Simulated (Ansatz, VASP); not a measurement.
# Two plane-wave programs on Ti

```xyz
1
Lattice="0.0000 2.0300 2.0300 2.0300 0.0000 2.0300 2.0300 2.0300 0.0000" Properties=species:S:1:pos:R:3 pbc="T T T"
Ti    0.0000    0.0000    0.0000
```

Alike in both runs: task electric field gradients; functional PBEsol; k mesh 15 × 15 × 15; occupations fermi-dirac, width 0.05 eV; no spin polarisation.

|  | VASP | Ansatz |
| --- | --- | --- |
| version | VASP 6.6.1 | Ansatz 0.2.0 |
| potentials or method | VASP PAW PBE potentials, release 64 (Ti_sv) | PAW with Ansatz's default frozen-core files, scalar-relativistic |
| plane-wave cutoff (eV) | 520 | 420 |
| valence electrons in the cell | 12 | 12 |

|  | VASP | Ansatz | Ansatz less VASP |
| --- | --- | --- | --- |
| pressure (GPa) | -0.5 | -0.2 | +0.28 |
| Vzz of the field gradient on the site that differs most (V/Å²) | 0.0 | 0.0 | 0.00 |

The functional is the same, so the differences come from potentials, cutoffs and numerics.

Caveats: the PAW data sets were made with another functional, which shifts forces and pressure a little (VASP).
